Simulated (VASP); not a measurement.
# NaCl (Fm-3m) in VASP: a series of runs, part 3 of 4

VASP 6.6.1. Earlier steps stand in the parts before.

## (4) Dielectric tensor, PBE

File INCAR:

```
SYSTEM = NaCl
PREC     = Accurate       ! precision mode
ENCUT    = 520            ! plane-wave cutoff, eV
EDIFF    = 1E-8           ! SCF threshold, eV
ISMEAR   = 0              ! smearing method
SIGMA    = 0.03           ! smearing width, eV
LREAL    = .False.        ! projectors in reciprocal space
LASPH    = .True.         ! aspherical terms in the spheres
NELM     = 80             ! most SCF steps
ALGO     = Normal         ! electronic algorithm
ISIF     = 2              ! what is computed and relaxed
LWAVE    = .False.        ! write WAVECAR
LCHARG   = .False.        ! write CHGCAR
GGA      = PE             ! functional
LEPSILON = .True.         ! dielectric tensor by DFPT
```

File KPOINTS:

```
regular mesh
0
Monkhorst
  14 14 14
  0 0 0
```

File POSCAR:

```
NaCl                                    
1.0
   -0.0000000000      2.8038634506      2.8038634506
    2.8038634506     -0.0000000000      2.8038634506
    2.8038634506      2.8038634506     -0.0000000000
  Na              Cl            
     1     1
Direct
     0.0000000000000000    0.0000000000000000    0.0000000000000000
     0.5000000000000000    0.5000000000000000    0.5000000000000000
```

Potentials or basis: VASP PAW PBE potentials, release 64 (Na_pv, Cl).

The run is started by

```console
$ cat potpaw_PBE.64/Na_pv/POTCAR potpaw_PBE.64/Cl/POTCAR > POTCAR
$ mpirun -np 1 vasp_std > vasp.out
```

OUTCAR:

```text
SYSTEM = NaCl
   PREC = Accurate
   ENCUT = 520
   EDIFF = 1E-8
   ISMEAR = 0
   LREAL = .False.
   LASPH = .True.
   NELM = 80
   ISIF = 2
   GGA = PE
   LEPSILON = .True.

 ion  position               nearest neighbor table
   1  0.000  0.000  0.000-
   2  0.500  0.500  0.500-

  LATTYP: Found a face centered cubic cell.
 ALAT       =     5.6077269012

  Lattice vectors:

 A1 = (   0.0000000000,   2.8038634506,   2.8038634506)
 A2 = (   2.8038634506,   0.0000000000,   2.8038634506)
 A3 = (   2.8038634506,   2.8038634506,   0.0000000000)

Analysis of symmetry for initial positions (statically):
=====================================================================
 Subroutine PRICEL returns:
 Original cell was already a primitive cell.

 Routine SETGRP: Setting up the symmetry group for a
 face centered cubic supercell.

 Subroutine GETGRP returns: Found 48 space group operations
 (whereof 48 operations were pure point group operations)
 out of a pool of 48 trial point group operations.

The static configuration has the point symmetry O_h .

Analysis of symmetry for dynamics (positions and initial velocities):
=====================================================================
 Subroutine PRICEL returns:
 Original cell was already a primitive cell.

 Routine SETGRP: Setting up the symmetry group for a
 face centered cubic supercell.

 Subroutine GETGRP returns: Found 48 space group operations
 (whereof 48 operations were pure point group operations)
 out of a pool of 48 trial point group operations.

The dynamic configuration has the point symmetry O_h .

 Subroutine INISYM returns: Found 48 space group operations
 (whereof 48 operations are pure point group operations),
 and found     1 'primitive' translations

----------------------------------------------------------------------------------------

                                     Primitive cell

  volume of cell :      44.0860

  direct lattice vectors                    reciprocal lattice vectors
     0.000000000  2.803863451  2.803863451    -0.178325375  0.178325375  0.178325375
     2.803863451  0.000000000  2.803863451     0.178325375 -0.178325375  0.178325375
     2.803863451  2.803863451  0.000000000     0.178325375  0.178325375 -0.178325375

  length of vectors
     3.965261719  3.965261719  3.965261719     0.308868609  0.308868609  0.308868609

  position of ions in fractional coordinates (direct lattice)
     0.000000000  0.000000000  0.000000000
     0.500000000  0.500000000  0.500000000

  ion indices of the primitive-cell ions
   primitive index   ion index
                 1           1
                 2           2

[... 446 lines left out ...]
      2     -21.4197      2.00000
      3     -21.4176      2.00000
      4     -13.0900      2.00000
      5      -2.0159      2.00000
      6      -0.9489      2.00000
      7      -0.8089      2.00000
      8       6.5417      0.00000
      9       9.2772      0.00000
     10      10.4160      0.00000
     11      10.8706      0.00000

 [... further k-points ...]

  FORCE on cell =-STRESS in cart. coord.  units (eV):
  Direction    XX          YY          ZZ          XY          YZ          ZX
  --------------------------------------------------------------------------------------
  -------------------------------------------------------------------------------------
  Total        0.3311743      0.3311743      0.3311743      0.0000000      0.0000000      0.0000000
  in kB       12.0355698     12.0355698     12.0355698      0.0000000      0.0000000      0.0000000
  external PRESSURE =      12.0355698 kB  Pullay stress =       0.0000000 kB

 VOLUME and BASIS-vectors are now :
 -----------------------------------------------------------------------------
  energy-cutoff  :      520.00
  volume of cell :       44.09
      direct lattice vectors                 reciprocal lattice vectors
     0.000000000  2.803863451  2.803863451    -0.178325375  0.178325375  0.178325375
     2.803863451  0.000000000  2.803863451     0.178325375 -0.178325375  0.178325375
     2.803863451  2.803863451  0.000000000     0.178325375  0.178325375 -0.178325375

 POSITION                                       TOTAL-FORCE (eV/Angst)
 -----------------------------------------------------------------------------------
      0.00000      0.00000      0.00000         0.000000      0.000000      0.000000
      2.80386      2.80386      2.80386         0.000000      0.000000      0.000000
 -----------------------------------------------------------------------------------
    total drift:                               -0.000000      0.000000      0.000000

  FREE ENERGIE OF THE ION-ELECTRON SYSTEM (eV)
  ---------------------------------------------------
  free  energy   TOTEN  =        -6.7698704974 eV

  energy  without entropy=       -6.7698704974  energy(sigma->0) =       -6.76987050

 HEAD OF MICROSCOPIC STATIC DIELECTRIC TENSOR (INDEPENDENT PARTICLE, excluding Hartree and local field effects)
 ------------------------------------------------------
           2.764674     0.000000     0.000000
           0.000000     2.764674     0.000000
           0.000000     0.000000     2.764674
 ------------------------------------------------------

 Free energy of the ion-electron system (eV)
  ---------------------------------------------------
  ---------------------------------------------------
  free energy    TOTEN  =        -0.21022839 eV

  energy without entropy =       -0.21022839

------------------------ aborting loop because EDIFF is reached ----------------------------------------

--------------------------------------- Ionic step        2  -------------------------------------------

------------------------ aborting loop because EDIFF is reached ----------------------------------------

--------------------------------------- Ionic step        3  -------------------------------------------

 Free energy of the ion-electron system (eV)
  ---------------------------------------------------
  ---------------------------------------------------
  free energy    TOTEN  =        -0.21022839 eV

  energy without entropy =       -0.21022839

------------------------ aborting loop because EDIFF is reached ----------------------------------------

 PIEZOELECTRIC TENSOR FIELD DIRECTION 3  (e Angst)
 -----------------------------------------------------------------------------
    -0.00024  0.00000  0.00000           (  0.00000  0.00000  0.00000)
     0.00000 -0.00024 -0.00000           (  0.00000  0.00000 -0.00000)
     0.00000 -0.00000 -0.00022           (  0.00000 -0.00000  0.00000)

 PIEZOELECTRIC TENSOR FIELD DIRECTION 3  (C/m^2)
 -----------------------------------------------------------------------------
    -0.00009  0.00000  0.00000
     0.00000 -0.00009 -0.00000
     0.00000 -0.00000 -0.00008

 MACROSCOPIC STATIC DIELECTRIC TENSOR (including local field effects in DFT)
 ------------------------------------------------------
           2.517679     0.000000    -0.000000
           0.000000     2.517679     0.000000
          -0.000000     0.000000     2.517679
 ------------------------------------------------------

 PIEZOELECTRIC TENSOR (including local field effects)  for field in x, y, z        (e  Angst)
          XX          YY          ZZ          XY          YZ          ZX
  --------------------------------------------------------------------------------
  x     0.00000     0.00000     0.00000     0.00000     0.00000     0.00000
  y     0.00000     0.00000     0.00000     0.00000     0.00000     0.00000
  z     0.00000     0.00000     0.00000     0.00000     0.00000     0.00000

 PIEZOELECTRIC TENSOR (including local field effects)  for field in x, y, z        (C/m^2)
          XX          YY          ZZ          XY          YZ          ZX
  --------------------------------------------------------------------------------
  x     0.00000     0.00000     0.00000     0.00000     0.00000     0.00000
  y     0.00000     0.00000     0.00000     0.00000     0.00000     0.00000
  z     0.00000     0.00000     0.00000     0.00000     0.00000     0.00000

 BORN EFFECTIVE CHARGES (including local field effects) (in |e|, cummulative output)
 ---------------------------------------------------------------------------------
 ion    1
    1     1.09210     0.00000     0.00000
    2     0.00000     1.09210     0.00000
    3     0.00000     0.00000     1.09210
 ion    2
    1    -1.09210     0.00000     0.00000
    2     0.00000    -1.09210     0.00000
    3     0.00000     0.00000    -1.09210
```

Run time: 15 min. Hardware: 1 thread of Intel Xeon 6975P-C (Granite Rapids), shared host; peak memory 0.86 GiB.

What came out:

| Quantity | Value |
| --- | --- |
| Electronic dielectric tensor (diagonal) | 2.52 |
| Born charges (mean of the diagonal) | Na +1.09; Cl -1.09 e |

Levels at points of the mesh, in eV from the valence-band top:
```
           k point  band 4  band 5  band 6  band 7  band 8  band 9  band 10  band 11
(0.04, 0.04, 0.04)  -12.69   -0.03    0.00    0.00    5.22   11.08    11.16    11.16
```

Electronic dielectric tensor:
```
2.52 0.00 0.00
0.00 2.52 0.00
0.00 0.00 2.52
```

Born effective charge tensors (e):
atom 1, Na
```
1.09 0.00 0.00
0.00 1.09 0.00
0.00 0.00 1.09
```
atom 2, Cl
```
-1.09  0.00  0.00
 0.00 -1.09  0.00
 0.00  0.00 -1.09
```

(Part 3 of 4 ends here.)
